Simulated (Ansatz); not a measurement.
# A series in volume per atom on La2O3

Results calculated with Ansatz 0.2.0, not measured. Periodic Kohn-Sham DFT of a crystal at fixed atoms; pressure and stress are positive in compression; the energy is the free energy less that of spherical unpolarised free atoms; site moments are those in the method's own spheres, positive along +z.

Cell of the first row (space group P321, No. 150):
```
CELL_PARAMETERS angstrom
3.84980 0.00000 0.00000
-1.92490 3.33400 0.00000
0.00000 0.00000 5.99510
ATOMIC_POSITIONS crystal
La 0.33333 0.66667 0.25000
La 0.66667 0.33333 0.75000
O 0.25000 0.25000 0.00000
O 0.75000 0.00000 0.00000
O 0.00000 0.75000 0.00000
```

Settings of every row: method frozen-core PAW; functional PBEsol; relativity scalar; k mesh 6x6x4; filling fermi-dirac; smearing width 0.02 eV; wave cutoff 420 eV; paw set soft_2.

Atom start moment: 0 on all atoms.

Limits: PAW files made with PBE; all rows lie far from zero pressure; no spin-orbit coupling on heavy atoms.

| row | volume per atom (Å³) | pressure (GPa) |
| --- | --- | --- |
| 1 | 15.39 | ? |
| 2 | 15.717 | 44.866 |
| 3 | 16.044 | 40.423 |
| 4 | 16.208 | 38.33 |
| 5 | 16.372 | 36.318 |
| 6 | 16.536 | 34.385 |
| 7 | 16.699 | 32.528 |
| 8 | 17.027 | 29.029 |
| 9 | 17.354 | 25.802 |

Question: what pressure should row 1 give?

Worked fit of pressure. Take u = (V_r/V)^(2/3) − 1 with V_r = 16.454 Å³ an atom, which is twice the finite (Eulerian) strain; such expansions in the strain, on which the Birch-Murnaghan equation of state is built, carry the rest volume and the bulk modulus. The shown rows have u = 0.03102, 0.01696, 0.01009, 0.00334, -0.00331, -0.00981, -0.02256, -0.03488. Least squares give pressure = 35.3392 + 291.244 × u + 510.77 × u² GPa; a straight line predicts inner rows, each left out in turn, worse (root mean square 0.17 against 0.0032 GPa). The rows lie off it by 0.001, -0.003, 0.000, 0.000, 0.004, -0.003, 0.000, 0.000. The withheld row has u = 0.04558, so the fit gives 35.3392 + 291.244 × (0.04558) + 510.77 × (0.04558)² = 49.675 GPa.

The calculation gave 49.667 GPa. The fit lies 0.008 GPa (0.034 % of the column's range) above it; its largest miss of a shown row is 0.004 GPa. This row lies beyond the range of the fit.
